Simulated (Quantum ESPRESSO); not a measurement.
# KCl (Pm-3m) in Quantum ESPRESSO: further runs

One crystal, KCl, is run at these levels: LDA, PBEsol, WC, BLYP, AM05; tasks: dielectric tensor.

Everything below comes from runs of Quantum ESPRESSO 7.5. Logs are shortened: lines on timing, memory, paths and dates and some standing lists are left out, and cuts for length are marked.

## Step 1: The crystal as given

Symmetry: Pm-3m, No. 221, cubic system. Conventional cell: a = 3.839 Å, b = 3.839 Å, c = 3.839 Å, α = 90.00°, β = 90.00°, γ = 90.00°. K (site symmetry m-3m) is surrounded by 8 Cl at 3.32 Å. Cl (site symmetry m-3m) has 8 K at 3.32 Å as nearest neighbours.

Measurements of this composition are mostly on another form, of space group No. 225.

## Step 2: Dielectric tensor, LDA

Contents of pw.in:

```
&CONTROL
  calculation = 'scf'
  prefix = 'pwscf'
  outdir = './tmp'
  pseudo_dir = './pseudo'
  tprnfor = .true.
  tstress = .true.
  disk_io = 'low'
/
&SYSTEM
  ibrav = 0
  nat = 2
  ntyp = 2
  ecutwfc = 72
  nbnd = 14
  occupations = 'smearing'
  smearing = 'fd'
  degauss = 0.00367493
/
&ELECTRONS
  conv_thr = 4d-10
  electron_maxstep = 120
  mixing_beta = 0.5
/
ATOMIC_SPECIES
K     39.0983 K.upf
Cl    35.4500 Cl.upf
CELL_PARAMETERS bohr
   7.2550289788    0.0000000000    0.0000000000
   0.0000000000    7.2550289788    0.0000000000
   0.0000000000    0.0000000000    7.2550289788
ATOMIC_POSITIONS bohr
K      0.0000000000    0.0000000000    0.0000000000
Cl     3.6275144894    3.6275144894    3.6275144894
K_POINTS automatic
6 6 6 1 1 1
```

Contents of scf2.in:

```
&CONTROL
  calculation = 'scf'
  prefix = 'pwscf'
  outdir = './tmp'
  pseudo_dir = './pseudo'
  tprnfor = .true.
  tstress = .true.
  disk_io = 'low'
/
&SYSTEM
  ibrav = 0
  nat = 2
  ntyp = 2
  ecutwfc = 72
  nbnd = 14
  occupations = 'fixed'
/
&ELECTRONS
  conv_thr = 1d-13
  electron_maxstep = 120
  mixing_beta = 0.5
  startingpot = 'file'
  startingwfc = 'file'
/
ATOMIC_SPECIES
K     39.0983 K.upf
Cl    35.4500 Cl.upf
CELL_PARAMETERS bohr
   7.2550289788    0.0000000000    0.0000000000
   0.0000000000    7.2550289788    0.0000000000
   0.0000000000    0.0000000000    7.2550289788
ATOMIC_POSITIONS bohr
K      0.0000000000    0.0000000000    0.0000000000
Cl     3.6275144894    3.6275144894    3.6275144894
K_POINTS automatic
6 6 6 1 1 1
```

Contents of ph.in:

```
dielectric of KCl
&INPUTPH
  prefix = 'pwscf'
  outdir = './tmp'
  tr2_ph = 1d-18
  fildyn = 'dyn'
  niter_ph = 90
  alpha_mix(1) = 0.7
  epsil = .true.
  trans = .false.
  zeu = .true.
/
0.0000000000 0.0000000000 0.0000000000
```

Potentials or basis: PseudoDojo 0.4.1 SR LDA standard.

The run is started by

```
$ OMP_NUM_THREADS=1 pw.x -in pw.in > pw.out
$ OMP_NUM_THREADS=1 pw.x -in scf2.in > scf2.out
$ OMP_NUM_THREADS=1 ph.x -in ph.in > ph.out
```

pw.out:

```text
This program is part of the open-source Quantum ESPRESSO suite
     for quantum simulation of materials; please cite
[... 9 lines left out ...]
     --------------------
     sticks:   dense  smooth     PW     G-vecs:    dense   smooth      PW
     Sum        1201    1201    349                31439    31439    4945

     Using Slab Decomposition

     bravais-lattice index     =            0
     lattice parameter (alat)  =       7.2550  a.u.
     unit-cell volume          =     381.8717 (a.u.)^3
     number of atoms/cell      =            2
     number of atomic types    =            2
     number of electrons       =        16.00
     number of Kohn-Sham states=           14
     kinetic-energy cutoff     =      72.0000  Ry
     charge density cutoff     =     288.0000  Ry
     scf convergence threshold =      4.0E-10
     mixing beta               =       0.5000
     number of iterations used =            8  plain     mixing
     Exchange-correlation= SLA  PW   NOGX NOGC
                           (   1   4   0   0   0   0   0)

     celldm(1)=   7.255029  celldm(2)=   0.000000  celldm(3)=   0.000000
     celldm(4)=   0.000000  celldm(5)=   0.000000  celldm(6)=   0.000000

     crystal axes: (cart. coord. in units of alat)
               a(1) = (   1.000000   0.000000   0.000000 )
               a(2) = (   0.000000   1.000000   0.000000 )
               a(3) = (   0.000000   0.000000   1.000000 )

     reciprocal axes: (cart. coord. in units 2 pi/alat)
               b(1) = (  1.000000  0.000000  0.000000 )
               b(2) = (  0.000000  1.000000  0.000000 )
               b(3) = (  0.000000  0.000000  1.000000 )

     PseudoPot. # 1 for K  read from file:
     K.upf
     Pseudo is Norm-conserving + core correction, Zval =  9.0
     Generated using ONCVPSP code by D. R. Hamann
     Using radial grid of 2170 points,  6 beta functions with:
                l(1) =   0
                l(2) =   0
                l(3) =   1
                l(4) =   1
                l(5) =   2
                l(6) =   2

     PseudoPot. # 2 for Cl read from file:
     Cl.upf
     Pseudo is Norm-conserving + core correction, Zval =  7.0
     Generated using ONCVPSP code by D. R. Hamann
     Using radial grid of 1016 points,  6 beta functions with:
                l(1) =   0
                l(2) =   0
                l(3) =   1
                l(4) =   1
                l(5) =   2
                l(6) =   2

     atomic species   valence    mass     pseudopotential
     K                 9.00    39.09830     K ( 1.00)
     Cl                7.00    35.45000     Cl( 1.00)

     48 Sym. Ops., with inversion, found

   Cartesian axes

     site n.     atom                  positions (alat units)
         1        K      tau(   1) = (   0.0000000   0.0000000   0.0000000  )
         2        Cl     tau(   2) = (   0.5000000   0.5000000   0.5000000  )

     number of k points=    10  Fermi-Dirac smearing, width (Ry)=  0.0037
                       cart. coord. in units 2pi/alat
        k(    1) = (   0.0833333   0.0833333   0.0833333), wk =   0.0740741
        k(    2) = (   0.0833333   0.0833333   0.2500000), wk =   0.2222222
        k(    3) = (   0.0833333   0.0833333   0.4166667), wk =   0.2222222
        k(    4) = (   0.0833333   0.2500000   0.2500000), wk =   0.2222222
        k(    5) = (   0.0833333   0.2500000   0.4166667), wk =   0.4444444
        k(    6) = (   0.0833333   0.4166667   0.4166667), wk =   0.2222222
        k(    7) = (   0.2500000   0.2500000   0.2500000), wk =   0.0740741
        k(    8) = (   0.2500000   0.2500000   0.4166667), wk =   0.2222222
        k(    9) = (   0.2500000   0.4166667   0.4166667), wk =   0.2222222
        k(   10) = (   0.4166667   0.4166667   0.4166667), wk =   0.0740741

     Dense  grid:    31439 G-vectors     FFT dimensions: (  40,  40,  40)

     Initial potential from superposition of free atoms

     starting charge      15.9839, renormalised to      16.0000
     Starting wfcs are    9 randomized atomic wfcs +    5 random wfcs

     Self-consistent Calculation

     iteration #  1     ecut=    72.00 Ry     beta= 0.50
     Davidson diagonalization with overlap
     ethr =  1.00E-02,  avg # of iterations =  6.5

     Threshold (ethr) on eigenvalues was too large:
     Diagonalizing with lowered threshold

     Davidson diagonalization with overlap
     ethr =  3.74E-04,  avg # of iterations =  2.9

     total energy              =     -92.90861901 Ry
     estimated scf accuracy    <       0.05772218 Ry

     iteration #  2     ecut=    72.00 Ry     beta= 0.50
     Davidson diagonalization with overlap
     ethr =  3.61E-04,  avg # of iterations =  3.8

     total energy              =     -92.92129955 Ry
     estimated scf accuracy    <       0.00380973 Ry

     iteration #  3     ecut=    72.00 Ry     beta= 0.50
     Davidson diagonalization with overlap
     ethr =  2.38E-05,  avg # of iterations =  5.7

     total energy              =     -92.92146928 Ry
     estimated scf accuracy    <       0.00068969 Ry

     iteration #  4     ecut=    72.00 Ry     beta= 0.50
     Davidson diagonalization with overlap
     ethr =  4.31E-06,  avg # of iterations =  3.3

     total energy              =     -92.92150547 Ry
     estimated scf accuracy    <       0.00000354 Ry

     iteration #  5     ecut=    72.00 Ry     beta= 0.50
     Davidson diagonalization with overlap
     ethr =  2.21E-08,  avg # of iterations =  3.3

     total energy              =     -92.92150793 Ry
     estimated scf accuracy    <       0.00000040 Ry

     iteration #  6     ecut=    72.00 Ry     beta= 0.50
     Davidson diagonalization with overlap
     ethr =  2.53E-09,  avg # of iterations =  2.1

     total energy              =     -92.92150799 Ry
     estimated scf accuracy    <       0.00000002 Ry

     iteration #  7     ecut=    72.00 Ry     beta= 0.50
     Davidson diagonalization with overlap
     ethr =  1.32E-10,  avg # of iterations =  2.3

     End of self-consistent calculation

          k = 0.0833 0.0833 0.0833 (  3911 PWs)   bands (ev):

   -25.7935 -10.6067  -9.3884  -9.3884  -9.3202   1.4864   1.6214   1.6214
     6.7889   8.4639   8.4639  12.1425  12.1425  12.5782

          k = 0.0833 0.0833 0.2500 (  3931 PWs)   bands (ev):

   -25.7846 -10.6503  -9.4059  -9.3735  -9.2736   0.8152   1.6085   1.6180
     7.7493   8.8481   9.3496  11.8524  11.8795  12.6102

          k = 0.0833 0.0833 0.4167 (  3949 PWs)   bands (ev):

   -25.7757 -10.7035  -9.3712  -9.3585  -9.2647   0.2336   1.6135   1.6498
     8.9586   9.4200   9.8557  11.5475  11.8888  12.3253

          k = 0.0833 0.2500 0.2500 (  3947 PWs)   bands (ev):

   -25.7761 -10.5989  -9.4917  -9.3696  -9.2764   0.8389   1.1222   1.6569
     8.3458   9.1321  10.0064  11.3300  11.4819  11.9590

          k = 0.0833 0.2500 0.4167 (  3934 PWs)   bands (ev):

   -25.7675 -10.5598  -9.4949  -9.3698  -9.3418   0.4570   1.1339   1.7089
     8.6937   9.3166  10.4609  11.1908  11.5326  11.6882

          k = 0.0833 0.4167 0.4167 (  3947 PWs)   bands (ev):

   -25.7591 -10.3778  -9.5936  -9.5235  -9.3365   0.6700   0.7357   1.7866
     8.0610   9.1630  10.6509  10.7699  12.1145  12.2149

          k = 0.2500 0.2500 0.2500 (  3926 PWs)   bands (ev):

   -25.7677 -10.5182  -9.4723  -9.4723  -9.3091   0.9825   1.1043   1.1043
     9.0966   9.9127   9.9127  10.6469  11.2563  11.2564

          k = 0.2500 0.2500 0.4167 (  3934 PWs)   bands (ev):

   -25.7593 -10.4398  -9.4998  -9.4527  -9.4110   0.5705   1.0848   1.2123
     9.2583   9.7863  10.0545  10.9533  11.3037  11.6024

          k = 0.2500 0.4167 0.4167 (  3941 PWs)   bands (ev):

   -25.7512 -10.2951  -9.5696  -9.5298  -9.4421   0.6654   0.6855   1.1696
     8.9064  10.1482  10.3985  10.5563  11.8168  11.8951

          k = 0.4167 0.4167 0.4167 (  3939 PWs)   bands (ev):

   -25.7432 -10.2044  -9.5454  -9.5454  -9.5421   0.6335   0.6335   0.6781
     9.8740  10.2428  10.2428  11.3623  11.5801  11.5801

     the Fermi energy is     3.2593 ev

!    total energy              =     -92.92150800 Ry
     estimated scf accuracy    <          1.8E-10 Ry
     smearing contrib. (-TS)   =      -0.00000000 Ry
     internal energy E=F+TS    =     -92.92150800 Ry

     The total energy is F=E-TS. E is the sum of the following terms:
     one-electron contribution =     -24.19685660 Ry
     hartree contribution      =      17.43679206 Ry
     xc contribution           =     -21.39359678 Ry
     ewald contribution        =     -64.76784668 Ry

     convergence has been achieved in   7 iterations

     Forces acting on atoms (cartesian axes, Ry/au):

     atom    1 type  1   force =     0.00000000    0.00000000    0.00000000
     atom    2 type  2   force =     0.00000000    0.00000000    0.00000000

     Total force =     0.000000     Total SCF correction =     0.000000

     Computing stress (Cartesian axis) and pressure

          total   stress  (Ry/bohr**3)                   (kbar)     P=      -31.68
  -0.00021533   0.00000000   0.00000000          -31.68        0.00        0.00
   0.00000000  -0.00021533   0.00000000            0.00      -31.68        0.00
   0.00000000   0.00000000  -0.00021533            0.00        0.00      -31.68

=------------------------------------------------------------------------------=
   JOB DONE.
=------------------------------------------------------------------------------=
```

It took 1.8 min on 1 thread of Intel Xeon at 2.50GHz (Skylake/Cascade Lake), shared host; peak memory 0.07 GiB.

What came out:

- Free energy: -1264.2615 eV
- Pressure: -3.2 GPa
- Electronic dielectric tensor (diagonal): 2.63
- Born charges (mean of the diagonal): K +1.20; Cl -1.20 e

Electronic dielectric tensor:
```
2.63 0.00 0.00
0.00 2.63 0.00
0.00 0.00 2.63
```

Born effective charge tensors (e):
atom 1, K
```
1.20 0.00 0.00
0.00 1.20 0.00
0.00 0.00 1.20
```
atom 2, Cl
```
-1.20  0.00  0.00
 0.00 -1.20  0.00
 0.00  0.00 -1.20
```

Caveat: the cell is more than 3 GPa from zero pressure, which shifts response properties.

## Step 3: Dielectric tensor, PBEsol

Changes to pw.in since step 2:

```diff
@@ -13,3 +13,3 @@
   ntyp = 2
-  ecutwfc = 72
+  ecutwfc = 74
   nbnd = 14
```

Changes to scf2.in since step 2:

```diff
@@ -13,3 +13,3 @@
   ntyp = 2
-  ecutwfc = 72
+  ecutwfc = 74
   nbnd = 14
```

ph.in is that of step 2.

Potentials or basis: PseudoDojo 0.4.1 SR PBEsol standard.

The run is started by

```
$ OMP_NUM_THREADS=1 pw.x -in pw.in > pw.out
$ OMP_NUM_THREADS=1 pw.x -in scf2.in > scf2.out
$ OMP_NUM_THREADS=1 ph.x -in ph.in > ph.out
```

pw.out:

```text
This program is part of the open-source Quantum ESPRESSO suite
     for quantum simulation of materials; please cite
[... 9 lines left out ...]
     --------------------
     sticks:   dense  smooth     PW     G-vecs:    dense   smooth      PW
     Sum        1237    1237    357                32795    32795    5041

     Using Slab Decomposition

     bravais-lattice index     =            0
     lattice parameter (alat)  =       7.2550  a.u.
     unit-cell volume          =     381.8717 (a.u.)^3
     number of atoms/cell      =            2
     number of atomic types    =            2
     number of electrons       =        16.00
     number of Kohn-Sham states=           14
     kinetic-energy cutoff     =      74.0000  Ry
     charge density cutoff     =     296.0000  Ry
     scf convergence threshold =      4.0E-10
     mixing beta               =       0.5000
     number of iterations used =            8  plain     mixing
     Exchange-correlation= PBESOL
[... 138 lines left out ...]

     End of self-consistent calculation

          k = 0.0833 0.0833 0.0833 (  4067 PWs)   bands (ev):

   -25.7681 -10.4535  -9.2360  -9.2360  -9.1707   1.6942   1.8194   1.8194
     7.2278   8.8528   8.8528  12.4705  12.4705  12.9023
[... 43 lines left out ...]
   -25.7204 -10.0595  -9.3860  -9.3860  -9.3830   0.8514   0.8514   0.8943
    10.2717  10.6357  10.6357  11.7308  11.9317  11.9317

     the Fermi energy is     3.5171 ev

!    total energy              =     -92.98837290 Ry
     estimated scf accuracy    <          6.6E-13 Ry
     smearing contrib. (-TS)   =      -0.00000000 Ry
     internal energy E=F+TS    =     -92.98837290 Ry

     The total energy is F=E-TS. E is the sum of the following terms:
     one-electron contribution =     -24.10548336 Ry
     hartree contribution      =      17.49348083 Ry
     xc contribution           =     -21.60852369 Ry
     ewald contribution        =     -64.76784668 Ry

     convergence has been achieved in   9 iterations

     Forces acting on atoms (cartesian axes, Ry/au):

     atom    1 type  1   force =     0.00000000    0.00000000    0.00000000
     atom    2 type  2   force =     0.00000000    0.00000000    0.00000000

     Total force =     0.000000     Total SCF correction =     0.000000

     Computing stress (Cartesian axis) and pressure

          total   stress  (Ry/bohr**3)                   (kbar)     P=      -14.56
  -0.00009900   0.00000000   0.00000000          -14.56        0.00        0.00
   0.00000000  -0.00009900   0.00000000            0.00      -14.56        0.00
   0.00000000   0.00000000  -0.00009900            0.00        0.00      -14.56

=------------------------------------------------------------------------------=
   JOB DONE.
=------------------------------------------------------------------------------=
```

Wall time 2.2 min (1 thread of Intel Xeon at 2.50GHz (Skylake/Cascade Lake), shared host); peak memory 0.07 GiB.

Results:

| Item | Value |
| --- | --- |
| Free energy | -1265.1713 eV |
| Pressure | -1.5 GPa |
| Electronic dielectric tensor (diagonal) | 2.59 |
| Born charges (mean of the diagonal) | K +1.20; Cl -1.20 e |

Electronic dielectric tensor:
```
2.59 0.00 0.00
0.00 2.59 0.00
0.00 0.00 2.59
```

Born effective charge tensors (e):
atom 1, K
```
1.20 0.00 0.00
0.00 1.20 0.00
0.00 0.00 1.20
```
atom 2, Cl
```
-1.20  0.00  0.00
 0.00 -1.20  0.00
 0.00  0.00 -1.20
```

[end of part 1 of 3]
